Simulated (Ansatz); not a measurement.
The system is CuO.

```xyz
2
Lattice="0.0000 2.1166 2.1166 2.1166 0.0000 2.1166 2.1166 2.1166 0.0000" Properties=species:S:1:pos:R:3 pbc="T T T"
Cu    1.9814    1.9843    0.1219
O     2.2518    2.2488    1.9946
```

The cell comes from a database or a generator and needn't be the stable form of this composition.

Base run:

```yaml
Program: Ansatz 0.2.0
Functional: PBEsol
Potentials_or_basis: Ansatz PAW
Cutoff: "420 eV (not typed: the program's choice for these potentials)"
k_mesh: 11 × 11 × 11
Occupations: fermi-dirac, width 0.05 eV
Spin: no spin polarisation
Hubbard_terms: Cu d U = 4.5 eV
```

Its results: band gap on the k mesh none (metal or under the smearing width); pressure 11.3 GPa; largest force 1.069 eV/Å.

**Question.** The run is repeated on the same cell with these changes: hubbard terms from Cu d U = 4.5 eV to Cu d U = 5.3 eV. What comes out?

**Answer.** Band gap on the k mesh none (metal or under the smearing width); pressure 11.9 GPa; largest force 1.121 eV/Å.

Caveats: an odd number of electrons without spin polarisation forces a metal; a magnetic or distorted state may lie lower; the run has no spin polarisation, though such a crystal can be magnetic; U without spin polarisation on a metal has little footing; the PAW data sets come from PBE, with cores solved anew for the run's functional, which leaves a small shift of forces and pressure.
